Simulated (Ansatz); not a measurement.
Crystal: BeTe.

```
Te Be
1.0
     0.00000    2.77000    2.77000
     2.77000    0.00000    2.77000
     2.77000    2.77000    0.00000
Te Be
1 1
Direct
  0.75000 0.75000 0.75000
  0.00000 0.00000 0.00000
```

Base run:

- Program: Ansatz 0.2.0
- Functional: PBE
- Potentials or basis: all-electron LAPW, scalar-relativistic
- Cutoff: 227 eV (chosen from the basis error)
- Basis error allowed: 0.001 eV/atom
- k mesh: 8 × 8 × 8
- Occupations: gaussian, width 0.027 eV
- Spin: no spin polarisation

Its results: band gap on the k mesh 1.86 eV, indirect (least direct gap 3.59 eV); pressure 4.3 GPa.

The run is repeated on the same cell with these changes: functional from PBE to LDA; occupations from gaussian, width 0.027 eV to gaussian, width 0.02 eV. What comes out?

Band gap on the k mesh 1.77 eV, indirect (least direct gap 3.58 eV); pressure 0.5 GPa.

Caveats: spin-orbit coupling is left out, which moves the levels of the heavy elements.

A k mesh can miss the band edges.
